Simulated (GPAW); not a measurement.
The system is ZrO2.

```
Zr O
1.0
     0.00000    2.54507    2.54507
     2.54507    0.00000    2.54507
     2.54507    2.54507    0.00000
Zr O
1 2
Direct
  0.00000 0.00000 0.00000
  0.75000 0.75000 0.75000
  0.25000 0.25000 0.25000
```

Measurements of this composition are mostly on another form, of space group No. 14.

Base run:

* Program: GPAW 26.7.0
* Functional: BLYP
* Potentials or basis: PAW data sets generated in the run's folder for this functional
* Cutoff: 800 eV
* Basis: pw
* k mesh: 9 × 9 × 9
* Occupations: fermi-dirac, width 0.05 eV
* Spin: no spin polarisation

Its results: band gap on the k mesh 3.48 eV, indirect (least direct gap 3.95 eV); pressure 7.5 GPa.

**Question.** The run is repeated on the same cell with these changes: functional from BLYP to AM05. What comes out?

**Answer.** Band gap on the k mesh 3.33 eV, indirect (least direct gap 3.82 eV); pressure -5.4 GPa.

AM05 binds more tightly than BLYP, so the same cell stands under less pressure.

A k mesh can miss the band edges.
